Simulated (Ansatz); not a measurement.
All numbers below come from DFT PBE, scalar-relativistic, plane waves, PAW (Ansatz 0.2.0). Settings: cutoff 420 eV, Γ-centred meshes spaced at most about 0.3 Å⁻¹, and about 0.25 Å⁻¹ or finer for metals (2π included), Gaussian smearing. No spin polarisation.

Energies over the elements count from the elements' standard structures at the same level (N₂ as a molecule), with no fitted energy shifts.

All energies are static (0 K, no zero-point motion). The comparison covers the computed candidates alone. These runs have no spin–orbit coupling, which can matter for Hf.

A search for Hf3N gave 4 distinct relaxed structures. Coordination counts Hf atoms around N (those within 1.25 times the shortest such distance or 1.15 times the sum of covalent radii, 1.27 where that leaves under three). Cells relaxed within their symmetry can be saddle points.

Question: Which structure of Hf3N came out lowest?

Answer: The one with the anti-ReO3 type, space group Pm-3m (No. 221), reached from: anti-ReO3 type (Pm-3m). It has a = 4.396 Å, 21.2 Å³/atom, no gap on the mesh. Hf has 2 N at 2.20 Å and 8 Hf at 3.11 Å; N has 6 Hf at 2.20 Å. Its energy over the elements is −0.09 eV/atom. Whether it is stable depends on the other phases of the system, which aren't compared here. An observed structure of this formula, if there is one, may be missing.

```
Hf N
1.0
     4.39600    0.00000    0.00000
     0.00000    4.39600    0.00000
     0.00000    0.00000    4.39600
Hf N
3 1
Cartesian
  2.1980 0.0000 0.0000
  0.0000 2.1980 0.0000
  0.0000 0.0000 2.1980
  0.0000 0.0000 0.0000
```

Question: How much higher is the P6_3/mmc structure with 22.6 Å³/atom and coordination N 6 (reached from: random cell with space group P6_3mc)?

Answer: 0.32 eV/atom. It has no gap on its mesh.

Question: How much higher is the P6_3/mmc structure with 17.6 Å³/atom and coordination N 12 (reached from: Ni3Sn (D0_19) type (P6_3/mmc))?

Answer: 0.94 eV/atom. It has the Ni3Sn (D0_19) type. It has no gap on its mesh.

Some structure types and database cells were kept out of the candidates from the start, so a known form may be missing.
